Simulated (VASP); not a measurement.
Runs of VASP 6.6.1 on SnO2. It takes space group Pa-3 (No. 205, cubic). The conventional cell has a = 5.175 Å, b = 5.175 Å, c = 5.175 Å, α = 90.00°, β = 90.00°, γ = 90.00°. Sn (site symmetry -3) is surrounded by 6 O at 2.11 Å. O (site symmetry 3) has 3 Sn at 2.11 Å as nearest neighbours. Measurements of this composition are mostly on another form, of space group No. 136.

```tsv
level	potentials or basis	cell	target pressure	gap on the mesh (eV)	pressure (GPa)	relaxed volume (Å³/atom)	largest force (eV/Å)
PBE	VASP PAW PBE potentials, release 64 (Sn_d, O)	relaxed	-	0.57	0.0	11.54	0.01
LDA	VASP PAW LDA potentials, release 64 (Sn_d, O)	relaxed to 44.5 GPa	44.5 GPa	2.72	44.5	-	0.01
PBEsol	VASP PAW PBE potentials, release 64 (Sn_d, O)	relaxed to 44.5 GPa	44.5 GPa	(c)	44.5	-	-
PBEsol	VASP PAW PBE potentials, release 64 (Sn_d, O)	relaxed	-	(a)	-0.1	(b)	0.01
r2SCAN	VASP PAW PBE potentials, release 64 (Sn_d, O)	relaxed to 44.5 GPa	44.5 GPa	3.27	44.4	-	-
PBE	VASP PAW PBE potentials, release 64 (Sn_d, O)	relaxed to 44.5 GPa	44.5 GPa	2.28	44.4	-	0.01
```

Alike in all rows: task relaxation of cell and atoms; no spin polarisation; k mesh 6 × 6 × 6; cutoff (eV) 600; smearing gaussian 0.03 eV.

**Question.** Estimate the missing entries.

**Answer.** (a) 0.82; (b) 11.16; (c) 2.47.

Caveats: spin-orbit coupling is left out, which moves the levels of the heavy elements; the cell is relaxed towards a set pressure, so the enthalpy falls and the energy may rise (some runs); the PAW data sets were made with another functional, which shifts forces and pressure a little (some runs); the volume moved by over 15 % at a fixed basis, so the end points are rough (some runs).

A k mesh can miss the band edges, and the runs leave out spin-orbit coupling on Sn.
